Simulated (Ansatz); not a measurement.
Runs of Ansatz 0.2.0 on Si. It takes space group I4/mmm (No. 139, tetragonal). The conventional cell has a = 3.254 Å, b = 3.254 Å, c = 2.641 Å, α = 90.00°, β = 90.00°, γ = 90.00°. Si (site symmetry 4/mmm) is surrounded by 10 Si at 2.64 to 2.65 Å. This isn't the form of Si at room conditions, which is diamond.

```tsv
screening (1/Å)	gap on the mesh (eV)	pressure (GPa)
0.15	none	(a)
0.1	none	(b)
0.2	none	1.6
0.6	none	2.6
0.3	none	1.9
```

Alike in all rows: task single point; level HSE06 form with a typed share of exact exchange; potentials or basis Ansatz PAW; no spin polarisation; cell as given; k mesh 7 × 7 × 7; cutoff (eV) 420; smearing fermi-dirac 0.05 eV; the mesh is coarse, so values aren't converged.

Problem. Fill in the values left out.

Solution. (a) 1.4; (b) 1.3.

Caveats: all runs use coarse meshes; the PAW data sets come from PBE, with cores solved anew for the run's functional, which leaves a small shift of forces and pressure; the thresholds are loose for stress.

A gap of «none» marks a metal or a gap under the smearing width.
